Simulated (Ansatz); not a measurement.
TaN: enthalpy against pressure

TaN, Fm-3m, a = 4.417 Å. This isn't the usual stable structure of the compound. Ansatz: PBE, PAW, 420 eV, Γ-centred 16×16×16 mesh on 2 atoms, Gaussian smearing 0.10 eV; no spin polarisation. Cell and atoms are relaxed at each pressure, and no other structure is tried, so the rows at high pressure may lie past a change of phase. y is the enthalpy over the state at zero pressure; there V0 = 10.774 Å³/atom. The pressures are the targets, met within 0.04 GPa.

```
P (GPa) y (eV/atom)
   -1.0      -0.0673
    0.0       0.0000
    1.0       0.0671
    4.0       0.2674
   12.0       0.7931
   25.0       1.6246
   50.0            ?
   90.0       5.4675
```

Fit y = c1 P + c2 P² + c3 P³ to the other rows, say what c1 and c2 mean, and predict the missing value.

Least squares on the rows shown. y = 0.067203 P − 9.5327×10⁻⁵ P² + 2.6257×10⁻⁷ P³. Since dH/dP = V, c1 is V0: 0.067203 eV/GPa × 160.2 = 10.766 Å³ against 10.774; c2 = −V0/(2B0) gives B0 = 352 GPa, where a Birch–Murnaghan fit to the volumes of the same runs (not shown) gives 331 GPa: a cubic over this range folds the higher terms into c2. At P = 50.0 the fit asked for gives 3.1547 eV/atom. The run gave 3.1576 eV/atom, so the fit is 0.0029 eV/atom too low, 0.052 % of the span of the series, against an rms of 0.00005 eV/atom on the fitted rows. With a term in P⁴ added, a fit to the same known rows predicts 3.1580 eV/atom, so most of the miss is curvature that the known rows already hold.

The mesh isn't the same in all rows (16×16×16, 18×18×18). Spin–orbit coupling is left out, which can shift energies with elements as heavy as these.